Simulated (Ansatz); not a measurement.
Runs of Ansatz 0.2.0 on CaO. The structure is cubic, space group Fm-3m (No. 225). Conventional cell: a = 4.807 Å, b = 4.807 Å, c = 4.807 Å, α = 90.00°, β = 90.00°, γ = 90.00°. Around Ca (site symmetry m-3m) lie 6 O at 2.40 Å. O (site symmetry m-3m) has 6 Ca at 2.40 Å as nearest neighbours. The cell is a database's computed one.

```csv
task,level,cell,k mesh,cutoff (eV),smearing,gap on the mesh (eV),pressure (GPa)
single point,PBE,as given,10 × 10 × 10,246,gaussian 0.026 eV,3.65,1.6
phonons,LDA,as given,7 × 7 × 7,261,fermi-dirac 0.05 eV,(a),-
single point,PBE,as given,10 × 10 × 10,246,gaussian 0.023 eV,3.65,1.6
relaxation of cell and atoms,PBEsol+D4,relaxed,10 × 10 × 10,-,fermi-dirac 0.05 eV,3.53,0.0
single point,PBE,as given,10 × 10 × 10,246,gaussian 0.022 eV,3.65,1.6
```

Alike in all rows: potentials or basis all-electron LAPW, scalar-relativistic; no spin polarisation; basis error allowed 0.001 eV/atom.

Q: Fill in the values left out.

A: (a) 3.58.

Caveats: an odd mesh through Γ misses points on the zone boundary, where band edges often lie (some runs).
